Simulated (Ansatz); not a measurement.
# Ta: the cost of one run

Program: Ansatz 0.2.0. Level of theory: DFT PBE, scalar-relativistic, plane waves, PAW. These are calculated values, not measurements.

This is Ta in the fcc structure; at room conditions it is bcc.

3 further runs of the same task are left out: 1 that didn't finish, 2 set aside as unsound or not needed.

## Step 1: The structure to begin with

The structure is cubic, space group Fm-3m (No. 225). Conventional cell: a = 4.223 Å, b = 4.223 Å, c = 4.223 Å, α = 90.00°, β = 90.00°, γ = 90.00°. Ta (site symmetry m-3m) has 12 Ta at 2.99 Å as nearest neighbours.

Structure file:

```
Ta
1.0
     0.00000    2.11151    2.11151
     2.11151    0.00000    2.11151
     2.11151    2.11151    0.00000
Ta
1
Direct
  0.00000 0.00000 0.00000
```

This cell was relaxed beforehand with the same method: volume 18.83 Å³/atom, gap on the mesh none (metal).

## Step 2: Static run: bands, density of states and charges

Contents of input.yaml:

```yaml
crystal:
  lattice:
    - [0.0, 2.1115096347, 2.1115096347]
    - [2.1115096347, 0.0, 2.1115096347]
    - [2.1115096347, 2.1115096347, 0.0]
  atoms:
    - { symbol: Ta, position: [0.0, 0.0, 0.0] }
basis:
  ecutwfc: 420
kpoints:
  mp_grid: { grid: [18, 18, 18] }
  band_path:
    path:
      - [[0.0, 0.0, 0.0], [0.5, 0.0, 0.5], [0.625, 0.25, 0.625]]
      - [[0.375, 0.375, 0.75], [0.0, 0.0, 0.0], [0.5, 0.5, 0.5], [0.5, 0.25, 0.75], [0.5, 0.0, 0.5]]
    npoints: 14
hamiltonian:
  xc: pbe
scf:
  occupations: { method: gaussian, width: 0.1 }
  n_extra_bands: 6
output:
  forces: true
  stress: true
  eigenvalues: true
  populations: true
  dos: { projected: true, de: 0.02, nscf_kmesh: { grid: [27, 27, 27] } }
  bader: true
```

Launch:

```bash
ansatz run input.yaml --threads 1 --pin off --max-ram 2560MiB --backend cpu --events-out ev --progress --plain --runs-dir out
```

**Question.** How long does this run take on 1 thread of Arm Neoverse V1, shared host, and how much memory does it need?

About 12 s, with a peak of 0.33 GiB.
